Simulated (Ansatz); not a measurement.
# W2C (P-3m1) in Ansatz: further runs

The runs below take W2C through single point, with PBE, PBEsol.

Everything below comes from runs of Ansatz 0.2.0. Logs are shortened: lines on timing, memory, paths and dates and some standing lists are left out, and cuts for length are marked.

## Step 1: Starting point

It takes space group P-3m1 (No. 164, trigonal). The conventional cell has a = 3.070 Å, b = 3.070 Å, c = 4.678 Å, α = 90.00°, β = 90.00°, γ = 120.00°. W (site symmetry 3m) is surrounded by 3 C at 2.13 Å. C (site symmetry -3m) has 6 W at 2.13 Å as nearest neighbours.

The cell comes from a database or a generator and needn't be the stable form of this composition.

## Step 2: Single point, PBE

input.yaml reads:

```yaml
crystal:
  lattice:
    - [3.070045642, 0.0, 0.0]
    - [-1.535022821, 2.6587375167, 0.0]
    - [0.0, 0.0, 4.678428]
  atoms:
    - { symbol: W, position: [0.6666666667, 0.3333333333, 0.253669] }
    - { symbol: W, position: [0.3333333333, 0.6666666667, 0.746331] }
    - { symbol: C, position: [0.0, 0.0, 0.0] }
kpoints:
  mp_grid: { grid: [6, 6, 4] }
scf:
  occupations: { method: fermi_dirac, width: 0.03 }
hamiltonian:
  xc: pbe
  pseudopotentials: { kind: all_electron, lapw: { basis_error: 0.003 } }
output:
  forces: true
  stress: true
  eigenvalues: true
```

Potentials or basis: all-electron LAPW, scalar-relativistic.

Started as:

```sh
> ansatz run input.yaml --threads 2 --pin off --max-ram 6144MiB --backend cpu --events-out ev --progress --plain --runs-dir out
```

The program printed:

```text
Warning: RAYON_NUM_THREADS=2 ignored (pool sized by the plan → 2); use --threads N
LAPW: plane waves up to 9.055 Å⁻¹, error target 3.0e-3 eV per atom; small_component_spin mean_spin; C in spheres of 0.870 Å, 6 of its electrons in bands, Dirac shells []; W in spheres of 1.263 Å, 44 of its electrons in bands, Dirac shells [] (how accurate: hamiltonian.pseudopotentials.lapw.basis_error, Limitations)
Engine: ansatz 0.2.0, x86_64-unknown-linux-gnu
Pseudopotentials: kind: all_electron
Pseudopotential: W, LAPW, valence charge 44, lapw/all_electron/scalar/gaussian/W, Koelling and Harmon's equation, gaussian nucleus
Pseudopotential: C, LAPW, valence charge 6, lapw/all_electron/scalar/gaussian/C, Koelling and Harmon's equation, gaussian nucleus
Functional definition: PBE
  parameter kappa = 0.804
  parameter beta = 0.06672455060314922
  exchange = pbe_x(kappa = kappa, mu = beta*pi^2/3)
  correlation = pbe_c(beta = beta)
Crystal: 3 atoms, lattice volume = 38.187 Å³
Basis set: ecut = 312.38142977270917 eV, 487 PW (Γ), exchange–correlation at level 2
Bands: 57, of which v1, the nominal top of the filled ones, is band 47 counted from 1 (46 counted from 0)
Symmetry: 12 space group operations
Space group: P-3m1 (ITA 164), of the structure as read, at distance tolerance 3.4e-5 Å
k-points: 24 of 144
Non-local potential: W, projectors of the file, none
Non-local potential: C, projectors of the file, none
Initial density: superposition of atomic densities (chi_scale 0.1, normalization cell, long waves kept (reshape's long-wave potential 0.01 eV rms))
Initial wavefunctions: plane waves of lowest kinetic energy (no species holds an atomic orbital)
Functional: x = pbe(κ = 0.804, μ = 0.2195149727645171), c = pbe(β = 0.06672455060314922)
iter 1 solved again at ethr=6.04e-3 eV; its pass at ethr=1.00e-1 eV (dr2=5.68e0 eV) is discarded
SCF iter   1: F=—  HF=-879443.084491 eV  |F-HF|=—  |Δ(HF+E_count)|=         —  Δρ=1.01e-1  dr2=5.68e0  ethr=6.04e-3  ⟨swp⟩=2.0  Hψ=8245  notcnv=0
preconditioner: auto → Kerker (q_TF=auto, 3.170 Å⁻¹)  [metal: Δε(μ)=0.003 eV  Ē_g=28.995 eV  σ=0.030 eV  W_gap=0.03  n_scr=22 (ndim 8)  ℏωp=45.0 eV  f_vac=0.000  D(μ)=1.98/eV (n_scr^D=22)]
iter 2 solved again at ethr=4.85e-4 eV; its pass at ethr=6.04e-3 eV (dr2=4.55e-1 eV) is discarded
SCF iter   2: F=—  HF=-879441.272244 eV  |F-HF|=—  |Δ(HF+E_count)|=    1.81e0  Δρ=2.94e-2  dr2=4.55e-1  ethr=4.85e-4  ⟨swp⟩=2.0  Hψ=7126  notcnv=0
preconditioner: auto → Resta (q_TF=auto, 3.170 Å⁻¹)  ε∞=3.2  [insulator: Δε(μ)=0.141 eV  Ē_g=30.029 eV  σ=0.030 eV  W_gap=0.78  n_scr=22 (ndim 8)  ℏωp=45.0 eV  f_vac=0.000  D(μ)=1.39/eV (n_scr^D=8)  ε∞_Penn≈3.2]
SCF iter   3: F=—  HF=-879441.199863 eV  |F-HF|=—  |Δ(HF+E_count)|=         —  Δρ=1.67e-2  dr2=1.14e-1  ethr=4.85e-4  ⟨swp⟩=2.5  Hψ=4157  notcnv=0
the basis was enlarged: its passes take 396.5 KiB over the memory plan, 2 of 2 planned eigensolver slots
SCF iter   4: F=—  HF=-879441.208918 eV  |F-HF|=—  |Δ(HF+E_count)|=   9.06e-3  Δρ=5.40e-3  dr2=9.85e-3  ethr=1.21e-4  ⟨swp⟩=2.0  Hψ=4127  notcnv=0
SCF iter   5: F=—  HF=-879441.192181 eV  |F-HF|=—  |Δ(HF+E_count)|=   1.67e-2  Δρ=1.63e-3  dr2=1.20e-3  ethr=1.05e-5  ⟨swp⟩=2.0  Hψ=4002  notcnv=0
SCF iter   6: F=—  HF=-879441.192269 eV  |F-HF|=—  |Δ(HF+E_count)|=   8.87e-5  Δρ=4.70e-4  dr2=1.03e-4  ethr=1.28e-6  ⟨swp⟩=2.0  Hψ=3993  notcnv=0
SCF iter   7: F=—  HF=-879441.192270 eV  |F-HF|=—  |Δ(HF+E_count)|=   5.08e-7  Δρ=1.49e-4  dr2=1.51e-5  ethr=1.10e-7  ⟨swp⟩=2.0  Hψ=3993  notcnv=0
SCF iter   8: F=—  HF=-879441.192267 eV  |F-HF|=—  |Δ(HF+E_count)|=   2.68e-6  Δρ=2.89e-5  dr2=4.04e-7  ethr=1.60e-8  ⟨swp⟩=3.0  Hψ=4065  notcnv=0
SCF iter   9: F=-879441.192267 eV  HF=-879441.192267 eV  |F-HF|=2.04e-8  |Δ(HF+E_count)|=   2.98e-8  Δρ=5.46e-6  dr2=1.00e-8  ethr=4.30e-10  ⟨swp⟩=3.0  Hψ=4075  notcnv=0
SCF 1 converged in 9 iterations: F = -879441.192267 eV  dr2 = 1.00e-8
SCF converged after 9 iterations
Free energy (F): -879441.192267 eV
Harris-Foulkes:  -879441.192267 eV  (|F-HF|=2.04e-8)
Internal energy: -879441.187765 eV  (E = F + TS)
E sigma→0 (E₀):  -879441.190016 eV
Entropy (-TS):   -0.004502 eV (-1.501 meV/atom)
Fermi energy:    26.866942 eV
--- Per-component energies (eV) ---
  E_band       = -9378.728819
  E_kinetic    = 984798.001634
  E_xc         = -17814.022108
  E_electrostatic = -1846425.167291  (all electrons and nuclei)
  E_smearing   = -0.004502  (= −TS)
  E_closure    = 0.000000  (closes the sum)
  E_atoms      = -879409.210070  (free atoms, spherical and without spin; not in F)
  Σ components = -879441.192267   (vs F -879441.192267, Δ=0.00e0)
  Basis errors (estimates in eV, not in F): energy 1.2e-3 per atom: plane waves 1.1e-3 (6.0e-4 summed), levels above the bands 6.6e-157, relativity 1.4e-7, radial functions 9.3e-5, core shells 3.2e-7; eigenvalues (radial functions only) 1.3e-5; not estimated: angular momenta, meshes, grids; target (lapw.basis_error) 3.0e-3; muffin-tin radii C 0.870 Å, W 1.263 Å
--- Forces (eV/Å), atoms counted from 1 ---
  atom   1  W     -0.00000000     0.00000000    -0.16339168
  atom   2  W      0.00000000    -0.00000000     0.16339168
  atom   3  C      0.00000000     0.00000000     0.00000000
  max |Σ_I F_I| component: 7.40e-17 eV/Å
--- Stress (GPa, compression-positive) ---
       -1.308237       0.000000      -0.000000
        0.000000      -1.308237       0.000000
       -0.000000       0.000000      -2.831656
  P = ⅓ Tr σ = -1.8160 GPa (-18.160 kbar)
--- Band table (eV; the first three rows and the last of 24) ---
  k-point 0: bands = ["-391.9148", "-391.9148", "-391.9148", "-391.9148", "-391.9050", "-391.9050", "-240.1355", "-206.9763", "-206.9763", "-206.9763", "-206.9763", "-206.9674", "-206.9674", "-206.9619", "-206.9619", "-206.9619", "-206.9619", "-47.9315", "-47.8557", "-12.6337", "-12.0442", "-12.0442", "-11.9092", "-11.9092", "-11.7457", "-2.1640", "-2.1614", "-2.1466", "-2.1422", "-2.1422", "-2.1380", "-2.1367", "-2.1367", "-2.1360", "-2.1356", "-2.1356", "-2.1280", "-2.1206", "-2.1206", "12.2116", "18.4091", "21.3950", "21.3950", "22.8306", "25.3456", "25.4581", "25.4581", "25.7475", "25.7475", "27.3669", "27.3669", "28.3690", "33.5599", "34.2130", "34.2130", "37.1964", "40.2082"]
  k-point 1: bands = ["-391.9148", "-391.9148", "-391.9148", "-391.9148", "-391.9050", "-391.9050", "-240.1355", "-206.9763", "-206.9763", "-206.9763", "-206.9763", "-206.9674", "-206.9674", "-206.9619", "-206.9619", "-206.9619", "-206.9619", "-47.9205", "-47.8668", "-12.5107", "-12.0249", "-12.0249", "-11.9288", "-11.9288", "-11.8829", "-2.1645", "-2.1623", "-2.1468", "-2.1468", "-2.1432", "-2.1411", "-2.1411", "-2.1377", "-2.1363", "-2.1302", "-2.1283", "-2.1283", "-2.1187", "-2.1187", "12.4766", "18.0557", "21.2215", "21.2215", "23.0352", "24.7601", "24.9070", "24.9070", "26.5162", "26.5162", "28.1727", "28.1727", "29.3060", "32.0614", "32.8198", "32.8198", "37.8424", "39.9400"]
  k-point 2: bands = ["-391.9148", "-391.9148", "-391.9148", "-391.9148", "-391.9050", "-391.9050", "-240.1355", "-206.9763", "-206.9763", "-206.9763", "-206.9763", "-206.9674", "-206.9674", "-206.9619", "-206.9619", "-206.9619", "-206.9619", "-47.8959", "-47.8915", "-12.2223", "-12.1854", "-11.9852", "-11.9852", "-11.9687", "-11.9687", "-2.1644", "-2.1636", "-2.1478", "-2.1478", "-2.1460", "-2.1460", "-2.1374", "-2.1370", "-2.1369", "-2.1349", "-2.1214", "-2.1214", "-2.1194", "-2.1194", "12.7793", "17.6494", "21.0762", "21.0762", "23.5732", "24.0115", "24.5181", "24.5181", "27.8491", "27.8491", "28.4516", "28.4516", "30.0988", "31.1376", "31.4150", "31.4150", "37.4064", "40.3109"]
  k-point 23: bands = ["-391.9148", "-391.9148", "-391.9148", "-391.9148", "-391.9050", "-391.9050", "-240.1355", "-206.9763", "-206.9763", "-206.9763", "-206.9763", "-206.9674", "-206.9674", "-206.9619", "-206.9619", "-206.9619", "-206.9619", "-47.8622", "-47.8622", "-12.4881", "-12.4881", "-12.3345", "-12.3122", "-11.9125", "-11.9125", "-2.1575", "-2.1575", "-2.1463", "-2.1463", "-2.1395", "-2.1371", "-2.1352", "-2.1352", "-2.1340", "-2.1340", "-2.1331", "-2.1328", "-2.1279", "-2.1279", "14.2451", "19.4420", "19.4420", "21.0921", "23.7492", "24.0632", "24.0632", "26.3765", "27.3244", "27.3244", "30.1738", "30.1738", "32.3587", "33.1660", "33.2400", "33.2400", "38.5574", "39.1450"]
```

Wall time 3.1 s (2 threads of AMD EPYC 9R45 (Zen 5), shared host); peak memory 0.39 GiB.

Results:

| Property | Result |
| --- | --- |
| Free energy | -879441.1923 eV |
| Pressure | -1.8 GPa |
| Largest force | 0.163 eV/Å |
| Band gap on the k mesh | none (metal or under the smearing width) |

Forces on the atoms (eV/Å):
```
W    0.000  0.000 -0.163
W    0.000  0.000  0.163
C    0.000  0.000  0.000
```

Caveat: the k mesh is coarse (spacing up to 0.39 Å⁻¹), so the values aren't converged; the k mesh is thin for a metal, which can move the energy by tens of meV per atom.

## Step 3: Single point, PBEsol, collinear spin, antiferromagnetic start (volume scaled by 1.04)

input.yaml reads:

```yaml
crystal:
  lattice:
    - [3.1104456123, 0.0, 0.0]
    - [-1.5552228062, 2.6937249173, 0.0]
    - [0.0, 0.0, 4.7399933233]
  atoms:
    - { symbol: W, position: [0.6666666667, 0.3333333333, 0.253669], spin: 0.5 }
    - { symbol: W, position: [0.3333333333, 0.6666666667, 0.746331], spin: -0.5 }
    - { symbol: C, position: [0.0, 0.0, 0.0] }
kpoints:
  mp_grid: { grid: [10, 10, 6] }
scf:
  occupations: { method: cold, width: 0.025 }
  lower_state_search: "off"
hamiltonian:
  xc: pbesol
  pseudopotentials: { kind: all_electron, datasets: crystal }
magnetization:
  spin_polarized: true
output:
  forces: true
  stress: true
  eigenvalues: true
  elf: true
  volumetric_format: npy
```

Potentials or basis: all-electron PAW datasets made for the crystal.

Started as:

```sh
> ansatz run input.yaml --threads 2 --pin off --max-ram 6144MiB --backend cpu --events-out ev --progress --plain --runs-dir out
```

It took 29 s on 2 threads of AMD EPYC 9R45 (Zen 5), shared host; peak memory 1.8 GiB.

Results (log left out):

```yaml
Free_energy: -879180.4372 eV
Pressure: -21.3 GPa
Largest_force: 0.474 eV/Å
Band_gap_on_the_k_mesh: none (metal or under the smearing width)
Net_moment: 0.00 μB per cell
Absolute_moment: 0.00 μB per cell
```

Forces in eV/Å, atoms in the order of the input:
```
W    0.000  0.000 -0.474
W    0.000  0.000  0.474
C    0.000  0.000  0.000
```

Stress tensor (GPa, compression positive):
```
-21.24   0.00   0.00
  0.00 -21.24   0.00
  0.00   0.00 -21.39
```

Levels at points of the mesh, in eV from the Fermi level:
Spin up:
```
             k point  band 26  band 27  band 28  band 29  band 30  band 31  band 32  band 33  band 34  band 35
  (0.00, 0.00, 0.00)    -5.15    -3.92    -1.38    -1.26    -1.26    -1.00    -1.00     0.56     0.56     1.58
 (0.00, 0.00, -0.50)    -5.45    -3.06    -2.68    -2.15    -2.15     0.99     0.99     1.56     1.56     3.23
 (0.00, -0.50, 0.00)    -5.53    -5.14    -3.27    -1.68     1.33     2.17     2.45     2.87     3.03     3.37
(0.00, -0.50, -0.50)    -5.05    -3.88    -2.54    -2.39    -0.43     0.31     1.92     2.45     2.70     3.02
```
Spin down:
| k point | band 28 | band 29 | band 30 | band 31 | band 32 | band 33 |
| --- | --- | --- | --- | --- | --- | --- |
| (0.00, 0.00, 0.00) | -1.38 | -1.26 | -1.26 | -1.00 | -1.00 | 0.56 |
| (0.00, 0.00, -0.50) | -2.68 | -2.15 | -2.15 | 0.99 | 0.99 | 1.56 |
| (0.00, -0.50, 0.00) | -3.27 | -1.68 | 1.33 | 2.17 | 2.45 | 2.87 |
| (0.00, -0.50, -0.50) | -2.54 | -2.39 | -0.43 | 0.31 | 1.92 | 2.45 |

Caveat: the starting moments weren't kept.
